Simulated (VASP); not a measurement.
**CdO (Monteponite): single point with PBE**

CdO (Monteponite):

```
Cd O
1.0
     0.00000    2.34950    2.34950
     2.34950    0.00000    2.34950
     2.34950    2.34950    0.00000
Cd O
1 1
Direct
  0.00000 0.00000 0.00000
  0.50000 0.50000 0.50000
```

- Program: VASP 6.6.1
- Task: single point
- Functional: PBE
- Potentials or basis: VASP PAW PBE potentials, release 64 (Cd, O)
- Cutoff: 520 eV
- k mesh: 10 × 10 × 10
- Occupations: gaussian, width 0.023 eV
- Spin: no spin polarisation
- Further INCAR settings: ALGO = Normal; EDIFF = 1e-06; NBANDS = 16

| Item | Value |
| --- | --- |
| Pressure | 7.6 GPa |
| Band gap on the k mesh | none (metal or under the smearing width) |

Levels at points of the mesh, in eV from the Fermi level:
```tsv
k point	band 5	band 6	band 7	band 8	band 9	band 10	band 11	band 12	band 13	band 14
(0.00, 0.00, 0.00)	-6.42	-6.42	-1.35	-1.35	-1.35	-0.45	14.97	17.02	17.02	17.02
(0.50, 0.00, 0.00)	-6.17	-6.17	-3.83	-0.02	-0.02	4.43	7.30	11.94	11.94	17.74
(0.50, 0.50, 0.00)	-6.03	-5.72	-4.35	-2.32	-2.32	3.87	8.54	11.20	13.34	13.34
```

Run time: 12 s on 1 thread of Intel(R) Xeon(R) 6975P-C (Granite Rapids), with other jobs on the host, peak memory 0.16 GiB.

Caveat: this crystal is a semiconductor, whose small gap the functional closes, so the metal is an error of the method.
